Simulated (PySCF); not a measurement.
One molecule, many functionals

Species: phenylacetylene, C₈H₆.
SMILES: `C#Cc1ccccc1`

Linear-response calculations in the def2-SVPD basis (PySCF; singlets by full response, triplets Tamm–Dancoff, core orbitals frozen in the response; HF means time-dependent Hartree–Fock). 'Strongest' is the level of largest summed f among the singlets computed (10 roots, of which the last may lack a degenerate partner); it can jump between rows when another state enters that window. S1 is the lowest singlet of each run and needn't be the same state throughout; f(S1) is that of one state. Geometry: PBE0-D3(BJ)/def2-SVP; no solvent, vibrations or thermal averaging.

```json
{"functional": "LDA", "kind": "LDA", "S1 (eV)": "4.64", "f(S1)": "0.000", "strongest (eV)": "6.57", "T1 (eV)": "3.60", "HOMO (eV)": "-6.15", "gap (eV)": "3.97", "ionisation energy, ΔSCF (eV)": "8.84"}
{"functional": "PBE", "kind": "GGA", "S1 (eV)": "4.65", "f(S1)": "0.000", "strongest (eV)": "6.58", "T1 (eV)": "3.46", "HOMO (eV)": "-5.95", "gap (eV)": "4.00", "ionisation energy, ΔSCF (eV)": "8.58"}
{"functional": "B3LYP", "kind": "global hybrid, 20% exact exchange", "S1 (eV)": "4.96", "f(S1)": "0.000", "strongest (eV)": "5.12", "T1 (eV)": "3.53", "HOMO (eV)": "-6.68", "gap (eV)": "5.41", "ionisation energy, ΔSCF (eV)": "8.64"}
{"functional": "PBE0", "kind": "global hybrid, 25% exact exchange", "S1 (eV)": "5.06", "f(S1)": "0.000", "strongest (eV)": "7.14", "T1 (eV)": "3.49", "HOMO (eV)": "-6.90", "gap (eV)": "5.79", "ionisation energy, ΔSCF (eV)": "8.67"}
{"functional": "BHandHLYP", "kind": "global hybrid, 50% exact exchange", "S1 (eV)": "5.31", "f(S1)": "0.216", "strongest (eV)": "7.27", "T1 (eV)": "3.48", "HOMO (eV)": "-7.67", "gap (eV)": "7.55", "ionisation energy, ΔSCF (eV)": "8.55"}
{"functional": "CAM-B3LYP", "kind": "range-separated hybrid", "S1 (eV)": "5.17", "f(S1)": "0.001", "strongest (eV)": "7.23", "T1 (eV)": "3.57", "HOMO (eV)": "-8.06", "gap (eV)": "8.01", "ionisation energy, ΔSCF (eV)": "8.76"}
{"functional": "wB97X-D", "kind": "range-separated hybrid", "S1 (eV)": "5.18", "f(S1)": "0.001", "strongest (eV)": "7.26", "T1 (eV)": "3.65", "HOMO (eV)": "-8.61", "gap (eV)": "9.18", "ionisation energy, ΔSCF (eV)": "8.74"}
{"functional": "LC-wPBE", "kind": "range-separated hybrid", "S1 (eV)": "5.29", "f(S1)": "0.001", "strongest (eV)": "7.37", "T1 (eV)": "3.51", "HOMO (eV)": "-9.34", "gap (eV)": "10.26", "ionisation energy, ΔSCF (eV)": "8.91"}
{"functional": "HF", "kind": "Hartree–Fock", "S1 (eV)": "5.28", "f(S1)": "0.176", "strongest (eV)": "7.45", "T1 (eV)": "3.04", "HOMO (eV)": "-8.77", "gap (eV)": "11.11", "ionisation energy, ΔSCF (eV)": "not settled"}
```

S1 runs from 4.64 eV (LDA) to 5.31 eV (BHandHLYP), a spread of 0.67 eV, while the orbital gap spreads over 7.1 eV. −ε(HOMO) comes closest to its own ΔSCF ionisation energy with wB97X-D (-0.13 eV) and misses most with LDA (-2.68 eV). 'Not settled' means that the ion's SCF failed to converge or may have ended in another state than the lowest.
